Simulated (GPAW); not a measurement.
The system is BAs.

```
As B
1.0
     3.37785    0.00000    0.00000
     1.68892    2.92530    0.00000
     1.68892    0.97510    2.75800
As B
1 1
Direct
  0.75000 0.75000 0.75000
  0.00000 0.00000 0.00000
```

Program: GPAW 26.7.0. Alike in all runs: cell as given; k mesh 8 × 8 × 8. Hardware: 1 thread of Arm Neoverse V1, with other jobs on the host.

Problem. Order these runs on this cell by their wall time, lowest first.
A. task band structure; level BEEF-vdW; potentials or basis GPAW PAW data sets (gpaw-data 1.2.1), pw; spin SOC, no magnetisation; cutoff (eV) 800; smearing fermi-dirac 0.05 eV; band path GXWKGLUWLK,UX; band points 80; spin axis theta (degrees) 90; spin axis phi (degrees) 0
B. task single point; level LDA; potentials or basis the program's PAW data sets (release 1.2.1) made for this functional, pw; spin off; cutoff (eV) 600; smearing fermi-dirac 0.01 eV
C. task band structure; level rSCAN; potentials or basis GPAW PAW data sets (gpaw-data 1.2.1), pw; spin SOC, no magnetisation; cutoff (eV) 800; smearing fermi-dirac 0.05 eV; band path GXWKGLUWLK,UX; band points 60; spin axis theta (degrees) 54.7; spin axis phi (degrees) 45

Solution. B (5.6 s), A (31 s), C (84 s).

Caveats: spin-orbit coupling was added after a scalar SCF, so levels and gaps hold it while energy, forces, pressure and moments don't (some runs).

Not every run made on this cell is shown here.
